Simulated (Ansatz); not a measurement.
The following input was run with Ansatz 0.2.0.

```yaml
crystal:
  lattice:
    - [2.458814022, 0.0, 0.0]
    - [0.0, 8.5228814198, 0.0]
    - [0.0, 0.0, 24.0979846874]
  atoms:
    - { symbol: C, position: [0.0, 0.0, 0.3527265915] }
    - { symbol: C, position: [0.5, 0.0, 0.3821812732] }
    - { symbol: C, position: [0.5, 0.0, 0.4410906366] }
    - { symbol: C, position: [0.0, 0.0, 0.4705453183] }
    - { symbol: C, position: [0.0, 0.0, 0.5294546817] }
    - { symbol: C, position: [0.5, 0.0, 0.5589093634] }
    - { symbol: C, position: [0.5, 0.0, 0.6178187268] }
    - { symbol: C, position: [0.0, 0.0, 0.6472734085] }
basis:
  ecutwfc: 420
kpoints:
  mp_grid: { grid: [12, 4, 1] }
hamiltonian:
  xc: pbesol
scf:
  occupations: { method: gaussian, width: 0.1 }
output:
  forces: true
  eigenvalues: true
  write_density: true
  write_potential: true
  elf: true
  volumetric_format: npy
relax:
  adjacent_minimum: "off"
  f_tol: 0.03
  max_steps: 70
  constraints: [{ sites: [0, 1, 2, 3] }]
efield:
  axis: 3
  dipole_correction: true
  ramp_width: 0.04
```

Launched with
```bash
ansatz run input.yaml --threads 1 --pin off --max-ram 2560MiB --backend cpu --events-out ev --progress --plain --runs-dir out
```

Theory: DFT PBEsol, scalar-relativistic, plane waves, PAW in Ansatz.

Abridged output:

```
Pseudopotentials: kind: paw
Pseudopotential: C, paw, valence charge 4, recommended cutoff 420 eV (normal)
Functional definition: PBEsol
Crystal: 8 atoms, lattice volume = 505.002 Å³
Basis set: ecut = 420 eV, 9829 PW (Γ), exchange–correlation on 36×120×324 points (8 copies of the dense FFT grid, shifted against one another)
Bands: 24, of which v1, the nominal top of the filled ones, is band 16 counted from 1 (15 counted from 0)
Symmetry: 4 space group operations
k-points: 21 of 48
Initial density: superposition of atomic densities (neutral atoms: chi_scale 0, normalization atom), corrected by the library's trained network
Initial wavefunctions: pseudopotential atomic-orbital guess
Functional: x = pbesol(κ = 0.804, μ = 0.12345679), c = pbesol(β = 0.046)
SCF iter   1: F=—  HF=-1966.598435 eV  |F-HF|=—  |Δ(HF+E_count)|=         —  Δρ=1.17e-2  dr2=6.67e-1  ethr=1.77e-3  p=0.000 e·Å  D=6.53e-14 V/Å  ΔV_dip= 0.00 eV  dr2_dipole=2.44e-9  V_vac-E_F(+/−)=6.65/6.66 eV  ⟨swp⟩=9.1  Hψ=3351  notcnv=0  defer=23
efield: sawtooth ramp at fractional position 0.9800 (placed from the atoms, in the widest stretch of the axis that holds none; the zero of the levels goes with the place), width 0.0400; the density the first Hamiltonian is built on has a dipole p = 0.000 e·Å; the dipole correction subtracts the counter field D = 6.53e-14 V/Å, which shifts the + side's vacuum level by  0.00 eV against the − side's; the planar-averaged density in the ramp window peaks in size at 2.4e-5 e/Å³
SCF iter   2: F=—  HF=-1966.559072 eV  |F-HF|=—  |Δ(HF+E_count)|=   3.94e-2  Δρ=6.38e-3  dr2=3.03e-1  ethr=1.77e-3  p= 0.000 e·Å  D=-5.85e-7 V/Å  ΔV_dip=0.00 eV  dr2_dipole=2.56e-10  V_vac-E_F(+/−)=6.43/6.43 eV  ⟨swp⟩=3.5  Hψ=1124  notcnv=0  defer=52
SCF iter   3: F=—  HF=-1966.517326 eV  |F-HF|=—  |Δ(HF+E_count)|=   4.17e-2  Δρ=3.92e-3  dr2=1.19e-1  ethr=9.48e-4  p= 0.000 e·Å  D=-5.21e-7 V/Å  ΔV_dip=0.00 eV  dr2_dipole=8.39e-11  V_vac-E_F(+/−)=6.29/6.29 eV  ⟨swp⟩=2.9  Hψ=859  notcnv=0  defer=52
SCF iter   4: F=—  HF=-1966.516030 eV  |F-HF|=—  |Δ(HF+E_count)|=   1.30e-3  Δρ=2.76e-3  dr2=7.12e-2  ethr=3.72e-4  p= 0.000 e·Å  D=-8.50e-7 V/Å  ΔV_dip=0.00 eV  dr2_dipole=1.87e-10  V_vac-E_F(+/−)=6.20/6.20 eV  ⟨swp⟩=2.3  Hψ=521  notcnv=0  defer=52
SCF iter   5: F=—  HF=-1966.508196 eV  |F-HF|=—  |Δ(HF+E_count)|=   7.83e-3  Δρ=1.07e-3  dr2=1.63e-2  ethr=2.22e-4  p= 0.000 e·Å  D=-6.76e-7 V/Å  ΔV_dip=0.00 eV  dr2_dipole=5.25e-11  V_vac-E_F(+/−)=6.07/6.07 eV  ⟨swp⟩=1.7  Hψ=503  notcnv=0  defer=52
SCF iter   6: F=—  HF=-1966.505682 eV  |F-HF|=—  |Δ(HF+E_count)|=   2.51e-3  Δρ=3.31e-4  dr2=1.83e-3  ethr=5.09e-5  p= 0.000 e·Å  D=-1.37e-7 V/Å  ΔV_dip=0.00 eV  dr2_dipole=2.47e-9  V_vac-E_F(+/−)=6.06/6.06 eV  ⟨swp⟩=2.1  Hψ=716  notcnv=0  defer=52
SCF iter   7: F=—  HF=-1966.505540 eV  |F-HF|=—  |Δ(HF+E_count)|=   1.42e-4  Δρ=1.97e-4  dr2=2.24e-4  ethr=5.72e-6  p=0.000 e·Å  D=2.55e-8 V/Å  ΔV_dip= 0.00 eV  dr2_dipole=7.37e-10  V_vac-E_F(+/−)=6.09/6.09 eV  ⟨swp⟩=2.1  Hψ=767  notcnv=0  defer=52
SCF iter   8: F=—  HF=-1966.505510 eV  |F-HF|=—  |Δ(HF+E_count)|=   2.93e-5  Δρ=1.10e-4  dr2=5.48e-5  ethr=7.00e-7  p=0.000 e·Å  D=2.05e-7 V/Å  ΔV_dip= 0.00 eV  dr2_dipole=1.56e-10  V_vac-E_F(+/−)=6.11/6.11 eV  ⟨swp⟩=2.0  Hψ=803  notcnv=0  defer=52
SCF iter   9: F=-1966.505520 eV  HF=-1966.505518 eV  |F-HF|=1.61e-6  |Δ(HF+E_count)|=   7.99e-6  Δρ=2.25e-5  dr2=2.76e-6  ethr=7.03e-8  p=0.000 e·Å  D=1.34e-7 V/Å  ΔV_dip= 0.00 eV  dr2_dipole=3.35e-11  V_vac-E_F(+/−)=6.12/6.12 eV  ⟨swp⟩=24.5  Hψ=6028  notcnv=0
SCF 1 converged in 9 iterations: F = -1966.505520 eV  dr2 = 2.76e-6
relax step   1: F+E_penalty+E_count = -1966.50551995 eV  Δ(F+E_penalty+E_count) = +0.000e0 eV  max|allowed force component| = 3.286e0 eV/Å  Δτ_max = 0.0000 Å  (9 SCF iters, dr2 threshold 2.25e-5 eV, accepted)
Initial density: handed on by an earlier stage of this run
Initial wavefunctions: those handed on with the density
SCF iter   1: F=—  HF=-1966.604024 eV  |F-HF|=—  |Δ(HF+E_count)|=         —  Δρ=5.01e-3  dr2=8.21e-1  ethr=2.65e-3  p=0.000 e·Å  D=1.34e-7 V/Å  ΔV_dip= 0.00 eV  dr2_dipole=3.03e-1  V_vac-E_F(+/−)=6.08/6.08 eV  ⟨swp⟩=1.0  Hψ=1558  notcnv=0  defer=47
efield: sawtooth ramp at fractional position 0.9800 (handed on by an earlier solve), width 0.0400; the density the first Hamiltonian is built on has a dipole p = 0.000 e·Å; the dipole correction subtracts the counter field D = 1.34e-7 V/Å, which shifts the + side's vacuum level by  0.00 eV against the − side's; the planar-averaged density in the ramp window peaks in size at 1.9e-7 e/Å³
SCF iter   2: F=—  HF=-1966.585089 eV  |F-HF|=—  |Δ(HF+E_count)|=   1.89e-2  Δρ=9.65e-4  dr2=3.12e-3  ethr=2.57e-3  p=0.017 e·Å  D=6.05e-3 V/Å  ΔV_dip=-0.15 eV  dr2_dipole=9.85e-5  V_vac-E_F(+/−)=5.97/6.12 eV  ⟨swp⟩=1.9  Hψ=497  notcnv=0  defer=47
SCF iter   3: F=—  HF=-1966.590388 eV  |F-HF|=—  |Δ(HF+E_count)|=   5.30e-3  Δρ=6.25e-4  dr2=3.63e-3  ethr=9.74e-6  p=0.018 e·Å  D=6.55e-3 V/Å  ΔV_dip=-0.16 eV  dr2_dipole=2.93e-4  V_vac-E_F(+/−)=5.97/6.12 eV  ⟨swp⟩=2.1  Hψ=899  notcnv=0  defer=52
SCF iter   4: F=—  HF=-1966.590009 eV  |F-HF|=—  |Δ(HF+E_count)|=   3.79e-4  Δρ=3.43e-4  dr2=1.09e-3  ethr=9.74e-6  p=0.019 e·Å  D=6.81e-3 V/Å  ΔV_dip=-0.16 eV  dr2_dipole=5.92e-5  V_vac-E_F(+/−)=5.96/6.12 eV  ⟨swp⟩=2.4  Hψ=816  notcnv=0  defer=52
SCF iter   5: F=—  HF=-1966.589921 eV  |F-HF|=—  |Δ(HF+E_count)|=   8.89e-5  Δρ=2.39e-4  dr2=4.45e-4  ethr=3.40e-6  p=0.021 e·Å  D=7.45e-3 V/Å  ΔV_dip=-0.18 eV  dr2_dipole=5.84e-6  V_vac-E_F(+/−)=5.95/6.13 eV  ⟨swp⟩=2.2  Hψ=629  notcnv=0  defer=52
SCF iter   6: F=—  HF=-1966.589936 eV  |F-HF|=—  |Δ(HF+E_count)|=   1.54e-5  Δρ=1.40e-4  dr2=3.83e-4  ethr=1.39e-6  p=0.022 e·Å  D=7.81e-3 V/Å  ΔV_dip=-0.19 eV  dr2_dipole=1.09e-4  V_vac-E_F(+/−)=5.94/6.13 eV  ⟨swp⟩=2.7  Hψ=821  notcnv=0  defer=52
SCF iter   7: F=-1966.589890 eV  HF=-1966.589939 eV  |F-HF|=4.87e-5  |Δ(HF+E_count)|=   3.17e-6  Δρ=6.30e-5  dr2=5.78e-5  ethr=3.13e-7  p=0.022 e·Å  D=7.76e-3 V/Å  ΔV_dip=-0.19 eV  dr2_dipole=1.15e-5  V_vac-E_F(+/−)=5.94/6.13 eV  ⟨swp⟩=21.1  Hψ=5279  notcnv=0
SCF 2 converged in 7 iterations: F = -1966.589890 eV  dr2 = 5.78e-5
relax step   2: F+E_penalty+E_count = -1966.58989048 eV  Δ(F+E_penalty+E_count) = -8.437e-2 eV  max|allowed force component| = 1.938e0 eV/Å  Δτ_max = 0.0210 Å  (7 SCF iters, dr2 threshold 1.00e-4 eV, accepted)
SCF iter   1: F=—  HF=-1966.658120 eV  |F-HF|=—  |Δ(HF+E_count)|=         —  Δρ=5.89e-3  dr2=1.10e0  ethr=3.10e-3  p=0.022 e·Å  D=7.76e-3 V/Å  ΔV_dip=-0.19 eV  dr2_dipole=3.99e-1  V_vac-E_F(+/−)=5.90/6.08 eV  ⟨swp⟩=2.4  Hψ=1066  notcnv=0  defer=49
efield: sawtooth ramp at fractional position 0.9800 (handed on by an earlier solve), width 0.0400; the density the first Hamiltonian is built on has a dipole p = 0.022 e·Å; the dipole correction subtracts the counter field D = 7.76e-3 V/Å, which shifts the + side's vacuum level by -0.19 eV against the − side's; the planar-averaged density in the ramp window peaks in size at 2.0e-7 e/Å³
SCF iter   2: F=—  HF=-1966.629604 eV  |F-HF|=—  |Δ(HF+E_count)|=   2.85e-2  Δρ=1.31e-3  dr2=6.71e-3  ethr=3.10e-3  p=0.044 e·Å  D=1.57e-2 V/Å  ΔV_dip=-0.38 eV  dr2_dipole=1.76e-4  V_vac-E_F(+/−)=5.74/6.12 eV  ⟨swp⟩=1.7  Hψ=717  notcnv=0  defer=48
SCF iter   3: F=—  HF=-1966.636304 eV  |F-HF|=—  |Δ(HF+E_count)|=   6.70e-3  Δρ=8.54e-4  dr2=4.82e-3  ethr=2.10e-5  p=0.044 e·Å  D=1.58e-2 V/Å  ΔV_dip=-0.38 eV  dr2_dipole=1.58e-7  V_vac-E_F(+/−)=5.74/6.13 eV  ⟨swp⟩=2.0  Hψ=870  notcnv=0  defer=49
SCF iter   4: F=—  HF=-1966.635512 eV  |F-HF|=—  |Δ(HF+E_count)|=   7.92e-4  Δρ=4.56e-4  dr2=1.86e-3  ethr=1.50e-5  p=0.045 e·Å  D=1.61e-2 V/Å  ΔV_dip=-0.39 eV  dr2_dipole=7.73e-6  V_vac-E_F(+/−)=5.74/6.13 eV  ⟨swp⟩=2.5  Hψ=815  notcnv=0  defer=48
SCF iter   5: F=—  HF=-1966.635310 eV  |F-HF|=—  |Δ(HF+E_count)|=   2.03e-4  Δρ=3.00e-4  dr2=7.34e-4  ethr=5.82e-6  p=0.047 e·Å  D=1.68e-2 V/Å  ΔV_dip=-0.41 eV  dr2_dipole=1.40e-6  V_vac-E_F(+/−)=5.72/6.13 eV  ⟨swp⟩=2.1  Hψ=599  notcnv=0  defer=48
SCF iter   6: F=—  HF=-1966.635293 eV  |F-HF|=—  |Δ(HF+E_count)|=   1.72e-5  Δρ=1.58e-4  dr2=3.58e-4  ethr=2.29e-6  p=0.048 e·Å  D=1.73e-2 V/Å  ΔV_dip=-0.42 eV  dr2_dipole=7.62e-5  V_vac-E_F(+/−)=5.72/6.13 eV  ⟨swp⟩=2.5  Hψ=734  notcnv=0  defer=48
SCF iter   7: F=—  HF=-1966.635352 eV  |F-HF|=—  |Δ(HF+E_count)|=   5.96e-5  Δρ=9.90e-5  dr2=1.19e-4  ethr=1.12e-6  p=0.048 e·Å  D=1.72e-2 V/Å  ΔV_dip=-0.41 eV  dr2_dipole=2.43e-5  V_vac-E_F(+/−)=5.72/6.14 eV  ⟨swp⟩=2.1  Hψ=673  notcnv=0  defer=48
SCF iter   8: F=-1966.635306 eV  HF=-1966.635356 eV  |F-HF|=5.01e-5  |Δ(HF+E_count)|=   3.90e-6  Δρ=6.45e-5  dr2=5.44e-5  ethr=3.13e-7  p=0.048 e·Å  D=1.71e-2 V/Å  ΔV_dip=-0.41 eV  dr2_dipole=1.25e-5  V_vac-E_F(+/−)=5.72/6.14 eV  ⟨swp⟩=21.1  Hψ=5329  notcnv=0
SCF 3 converged in 8 iterations: F = -1966.635306 eV  dr2 = 5.44e-5
relax step   3: F+E_penalty+E_count = -1966.63530594 eV  Δ(F+E_penalty+E_count) = -4.542e-2 eV  max|allowed force component| = 1.661e-1 eV/Å  Δτ_max = 0.0259 Å  (8 SCF iters, dr2 threshold 1.00e-4 eV, accepted)
SCF iter   1: F=—  HF=-1966.635794 eV  |F-HF|=—  |Δ(HF+E_count)|=         —  Δρ=1.06e-3  dr2=1.14e-2  ethr=3.65e-5  p=0.048 e·Å  D=1.71e-2 V/Å  ΔV_dip=-0.41 eV  dr2_dipole=3.13e-3  V_vac-E_F(+/−)=5.72/6.13 eV  ⟨swp⟩=1.4  Hψ=1552  notcnv=0  defer=41
efield: sawtooth ramp at fractional position 0.9800 (handed on by an earlier solve), width 0.0400; the density the first Hamiltonian is built on has a dipole p = 0.048 e·Å; the dipole correction subtracts the counter field D = 1.71e-2 V/Å, which shifts the + side's vacuum level by -0.41 eV against the − side's; the planar-averaged density in the ramp window peaks in size at 1.5e-7 e/Å³
SCF iter   2: F=—  HF=-1966.634593 eV  |F-HF|=—  |Δ(HF+E_count)|=   1.20e-3  Δρ=4.08e-4  dr2=1.74e-3  ethr=3.57e-5  p=0.050 e·Å  D=1.79e-2 V/Å  ΔV_dip=-0.43 eV  dr2_dipole=3.95e-4  V_vac-E_F(+/−)=5.70/6.14 eV  ⟨swp⟩=2.4  Hψ=821  notcnv=0  defer=41
SCF iter   3: F=—  HF=-1966.634587 eV  |F-HF|=—  |Δ(HF+E_count)|=   6.63e-6  Δρ=2.22e-4  dr2=2.91e-4  ethr=5.42e-6  p=0.051 e·Å  D=1.82e-2 V/Å  ΔV_dip=-0.44 eV  dr2_dipole=3.12e-6  V_vac-E_F(+/−)=5.70/6.14 eV  ⟨swp⟩=2.0  Hψ=758  notcnv=0  defer=41
SCF iter   4: F=—  HF=-1966.634620 eV  |F-HF|=—  |Δ(HF+E_count)|=   3.34e-5  Δρ=7.26e-5  dr2=4.35e-5  ethr=9.08e-7  p=0.051 e·Å  D=1.83e-2 V/Å  ΔV_dip=-0.44 eV  dr2_dipole=3.07e-6  V_vac-E_F(+/−)=5.70/6.14 eV  ⟨swp⟩=2.0  Hψ=732  notcnv=0  defer=44
SCF iter   5: F=—  HF=-1966.634628 eV  |F-HF|=—  |Δ(HF+E_count)|=   8.52e-6  Δρ=5.59e-5  dr2=3.05e-5  ethr=1.36e-7  p=0.051 e·Å  D=1.84e-2 V/Å  ΔV_dip=-0.44 eV  dr2_dipole=2.67e-6  V_vac-E_F(+/−)=5.70/6.14 eV  ⟨swp⟩=1.0  Hψ=459  notcnv=0  defer=45
SCF iter   6: F=—  HF=-1966.634629 eV  |F-HF|=—  |Δ(HF+E_count)|=   1.91e-7  Δρ=2.96e-5  dr2=6.50e-6  ethr=9.53e-8  p=0.052 e·Å  D=1.86e-2 V/Å  ΔV_dip=-0.45 eV  dr2_dipole=3.79e-9  V_vac-E_F(+/−)=5.69/6.14 eV  ⟨swp⟩=2.0  Hψ=516  notcnv=0  defer=45
SCF iter   7: F=-1966.634633 eV  HF=-1966.634632 eV  |F-HF|=8.92e-7  |Δ(HF+E_count)|=   3.21e-6  Δρ=1.42e-5  dr2=1.28e-6  ethr=5.39e-9  p=0.052 e·Å  D=1.86e-2 V/Å  ΔV_dip=-0.45 eV  dr2_dipole=8.29e-10  V_vac-E_F(+/−)=5.69/6.14 eV  ⟨swp⟩=19.0  Hψ=4683  notcnv=0
SCF 4 converged in 7 iterations: F = -1966.634633 eV  dr2 = 1.28e-6
relax step   4: F+E_penalty+E_count = -1966.63463274 eV  Δ(F+E_penalty+E_count) = +6.732e-4 eV  max|allowed force component| = 2.780e-1 eV/Å  Δτ_max = 0.0124 Å  (7 SCF iters, dr2 threshold 1.73e-6 eV, rejected (line search))
SCF iter   1: F=—  HF=-1966.636491 eV  |F-HF|=—  |Δ(HF+E_count)|=         —  Δρ=6.00e-4  dr2=1.45e-3  ethr=1.32e-4  p=0.052 e·Å  D=1.86e-2 V/Å  ΔV_dip=-0.45 eV  dr2_dipole=3.74e-6  V_vac-E_F(+/−)=5.69/6.14 eV  ⟨swp⟩=2.5  Hψ=1117  notcnv=0  defer=26
efield: sawtooth ramp at fractional position 0.9800 (handed on by an earlier solve), width 0.0400; the density the first Hamiltonian is built on has a dipole p = 0.052 e·Å; the dipole correction subtracts the counter field D = 1.86e-2 V/Å, which shifts the + side's vacuum level by -0.45 eV against the − side's; the planar-averaged density in the ramp window peaks in size at 1.8e-7 e/Å³
SCF iter   2: F=—  HF=-1966.636098 eV  |F-HF|=—  |Δ(HF+E_count)|=   3.93e-4  Δρ=2.59e-4  dr2=4.18e-4  ethr=4.53e-6  p=0.051 e·Å  D=1.84e-2 V/Å  ΔV_dip=-0.44 eV  dr2_dipole=3.61e-5  V_vac-E_F(+/−)=5.70/6.14 eV  ⟨swp⟩=2.2  Hψ=1028  notcnv=0  defer=45
SCF iter   3: F=—  HF=-1966.636067 eV  |F-HF|=—  |Δ(HF+E_count)|=   3.09e-5  Δρ=5.53e-5  dr2=2.17e-5  ethr=1.31e-6  p=0.051 e·Å  D=1.83e-2 V/Å  ΔV_dip=-0.44 eV  dr2_dipole=3.92e-6  V_vac-E_F(+/−)=5.70/6.14 eV  ⟨swp⟩=2.1  Hψ=737  notcnv=0  defer=45
SCF iter   4: F=—  HF=-1966.636117 eV  |F-HF|=—  |Δ(HF+E_count)|=   4.95e-5  Δρ=2.45e-5  dr2=4.55e-6  ethr=6.80e-8  p=0.051 e·Å  D=1.83e-2 V/Å  ΔV_dip=-0.44 eV  dr2_dipole=6.31e-7  V_vac-E_F(+/−)=5.70/6.14 eV  ⟨swp⟩=2.0  Hψ=722  notcnv=0  defer=39
SCF iter   5: F=—  HF=-1966.636120 eV  |F-HF|=—  |Δ(HF+E_count)|=   2.71e-6  Δρ=1.52e-5  dr2=2.20e-6  ethr=1.42e-8  p=0.051 e·Å  D=1.82e-2 V/Å  ΔV_dip=-0.44 eV  dr2_dipole=5.31e-7  V_vac-E_F(+/−)=5.70/6.14 eV  ⟨swp⟩=2.1  Hψ=709  notcnv=0  defer=38
SCF iter   6: F=—  HF=-1966.636121 eV  |F-HF|=—  |Δ(HF+E_count)|=   1.39e-6  Δρ=6.53e-6  dr2=5.57e-7  ethr=6.88e-9  p=0.051 e·Å  D=1.81e-2 V/Å  ΔV_dip=-0.44 eV  dr2_dipole=1.58e-7  V_vac-E_F(+/−)=5.70/6.14 eV  ⟨swp⟩=2.2  Hψ=553  notcnv=0  defer=38
SCF iter   7: F=—  HF=-1966.636121 eV  |F-HF|=—  |Δ(HF+E_count)|=   1.94e-7  Δρ=2.99e-6  dr2=1.08e-7  ethr=1.74e-9  p=0.051 e·Å  D=1.81e-2 V/Å  ΔV_dip=-0.44 eV  dr2_dipole=2.27e-8  V_vac-E_F(+/−)=5.70/6.14 eV  ⟨swp⟩=1.8  Hψ=636  notcnv=0  defer=38
SCF iter   8: F=-1966.636121 eV  HF=-1966.636121 eV  |F-HF|=4.79e-8  |Δ(HF+E_count)|=   9.46e-8  Δρ=1.74e-6  dr2=2.53e-8  ethr=3.13e-10  p=0.051 e·Å  D=1.81e-2 V/Å  ΔV_dip=-0.44 eV  dr2_dipole=2.83e-9  V_vac-E_F(+/−)=5.70/6.14 eV  ⟨swp⟩=16.0  Hψ=3764  notcnv=0
SCF 5 converged in 8 iterations: F = -1966.636121 eV  dr2 = 2.53e-8
relax step   5: F+E_penalty+E_count = -1966.63612124 eV  Δ(F+E_penalty+E_count) = -8.153e-4 eV  max|allowed force component| = 1.442e-3 eV/Å  Δτ_max = 0.0046 Å  (8 SCF iters, accepted)
WARN: The output density's exchange-correlation potential varies sharply where the density is thin. Do not read a vacuum level from v_tot or v_xc, or from such a field of the output density. On a cell that repeats whose density bears no net charge and no dipole along the vacuum's axis use v_es (v_loc + v_h of the components); under efield.dipole_correction with no amplitude use v_es + v_field, which holds any external_charges[].barrier, or the levels of the report's work_function block, which leave it out; under a non-zero efield.amplitude the vacuum is tilted and has no level; on a cell that repeats and bears such a dipole with no correction it is tilted too, and efield.dipole_correction wi ...
SCF converged after 8 iterations
Free energy (F): -1966.636121 eV
Harris-Foulkes:  -1966.636121 eV  (|F-HF|=4.79e-8)
Internal energy: -1966.601544 eV  (E = F + TS)
E sigma→0 (E₀):  -1966.618833 eV
Entropy (-TS):   -0.034577 eV (-4.322 meV/atom)
Fermi energy:    -3.976036 eV
Dipole field:    D = 0.018080 V/Å  (p = 0.050457 e·Å, saw-weighted, corrected)
Work function:   Φ+ = 5.7027 eV   Φ− = 6.1384 eV
Levels:          The Fermi level and band energies are counted from a zero that moves with the ramp; work functions are not
--- Per-component energies (eV) ---
  E_band       = -393.657208
  E_kinetic    = 714.499387
  E_local      = -11684.924218  (includes V_loc(G=0)·N_el)
  E_nonlocal   = 220.747443
  E_hartree    = 5438.176159
  E_xc         = -375.913010
  E_vxc        = -466.628330  (∫ρ·V_xc dr)
  E_paw        = -762.380304  (= ΣΔE_a)
  E_vpaw       = -53.696978  (= ΣTr[D̂ρ^β])
  E_aug_tail   = 0.000063  (compensation charges beyond the density's cutoff)
  E_efield     = 0.000456  (sawtooth field / dipole correction)
  E_vefield    = -0.000860  (∫n·V_field dr)
  E_ewald      = 4483.023675
  E_core_change = 0.168804  (= ΣΔE_core)
  E_smearing   = -0.034577  (= −TS)
--- Forces (eV/Å), atoms counted from 1 ---
  atom   1  C      0.00000000     0.00000000     1.96566723
  atom   2  C      0.00000000     0.00000000    -3.03037689
  atom   3  C      0.00000000     0.00000000     1.31302777
  atom   4  C      0.00000000     0.00000000    -0.25009761
  atom   5  C      0.00000000     0.00000000     0.00055536
  atom   6  C      0.00000000     0.00000000     0.00075401
  atom   7  C      0.00000000     0.00000000    -0.00093051
  atom   8  C      0.00000000     0.00000000     0.00144208
--- Band table (eV; the first three rows and the last of 21) ---
  k-point 0: bands = ["-23.0183", "-21.9879", "-20.4045", "-18.5056", "-15.0712", "-12.0631", "-11.0871", "-10.1366", "-9.9680", "-9.3059", "-8.9177", "-8.4017", "-8.2428", "-7.0996", "-6.8198", "-4.0357", "-3.6571", "-0.7333", "-0.0059", "0.9326", "1.5918", "1.7862", "2.0867", "2.2207"]
  k-point 1: bands = ["-23.0182", "-21.9879", "-20.4045", "-18.5056", "-15.0712", "-12.0631", "-11.0872", "-10.1366", "-9.9681", "-9.3058", "-8.9177", "-8.4018", "-8.2428", "-7.0996", "-6.8197", "-4.0353", "-3.6565", "-0.7355", "0.1835", "1.0870", "1.5641", "1.7430", "1.7605", "2.2237"]
  k-point 2: bands = ["-23.0182", "-21.9879", "-20.4045", "-18.5056", "-15.0712", "-12.0630", "-11.0872", "-10.1367", "-9.9682", "-9.3059", "-8.9176", "-8.4018", "-8.2429", "-7.0996", "-6.8197", "-4.0348", "-3.6560", "-0.7375", "0.6854", "0.7903", "1.3805", "1.6800", "1.9828", "2.0811"]
  k-point 20: bands = ["-18.7635", "-18.7447", "-18.1072", "-17.3564", "-16.2264", "-16.2197", "-14.7481", "-14.6652", "-11.6931", "-11.3946", "-10.5632", "-6.3388", "-6.3017", "-6.0553", "-4.4940", "-4.2479", "-3.5668", "-3.0729", "-1.8798", "-1.4853", "-1.0814", "4.3262", "5.4170", "6.2685"]
--- Relaxed structure (5 steps of the walk, 4 accepted, 0 SCFs on fresh bases) ---
  F+E_penalty+E_count = -1966.63612124 eV   max|allowed force component| = 1.442e-3 eV/Å
  atoms:
    - { symbol: C, position: [0.0, 0.0, 0.35272659] }
    - { symbol: C, position: [0.5, 0.0, 0.38218127] }
    - { symbol: C, position: [0.5, 0.0, 0.44109063] }
    - { symbol: C, position: [0.0, 0.0, 0.47054531] }
    - { symbol: C, position: [0.0, 0.0, 0.53002598] }
    - { symbol: C, position: [0.5, 0.0, 0.55886548] }
    - { symbol: C, position: [0.5, 0.0, 0.61995504] }
    - { symbol: C, position: [0.0, 0.0, 0.64562653] }
```

The relaxation met its thresholds.

Time: 100 s on 1 thread of Intel(R) Xeon(R) Platinum 8488C (Sapphire Rapids), with other jobs on the host, peak memory 0.68 GiB.